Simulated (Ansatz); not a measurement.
# What is wrong with this input? (InSb)

The input below was meant for crystalline InSb, with PBE, plane waves and PAW in Ansatz.

```yaml
crystal:
  lattice:
    - [5.92042, 0.0, 0.0]
    - [0.0, 5.938004, 0.0]
    - [0.0, 0.0, 3.222499]
  atoms:
    - { symbol: In, position: [0.0, 0.0, 0.008805] }
    - { symbol: In, position: [0.5, 0.5, 0.991195] }
    - { symbol: Sb, position: [0.0, 0.5, 0.276997] }
    - { symbol: Sb, position: [0.5, 0.0, 0.723003] }
basis:
  ecutwfc: 420
kpoints:
  mp_grid: { grid: [8, 8, 14] }
hamiltonian:
  xc: pbe
scf:
  occupations: { method: gaussian, width: 0.1 }
output:
  forces: true
  stress: true
  eigenvalues: true
magnetization:
  spin_orbit: true
```

Command:

```bash
ansatz run input.yaml --threads 1 --pin off --max-ram 2560MiB --backend cpu --events-out ev --progress --plain --runs-dir out
```

From the log:

```text
Error: inconsistent input (magnetization.spin_orbit, magnetization.noncollinear): true requires noncollinear: true — spin–orbit coupling acts on 2-spinor wavefunctions; set both flags
```

Question: Why did this happen?

Answer: The fault is spin-orbit coupling without non-collinear spin. The coupling acts on two-component spinors. The cure is the spin-orbit key removed, as no coupling was intended (to keep it, non-collinear spin must be switched on).

Mended input, as a difference:

```diff
-magnetization:
-  spin_orbit: true
```

Result of the mended run: a largest force of 0.060 eV/Å, a pressure of 0.04 GPa.

Time of the mended run: 46 s on 1 thread of Intel(R) Xeon(R) Processor @ 2.70GHz, on a shared host, peak memory 0.76 GiB.

This form isn't the usual stable structure of the compound.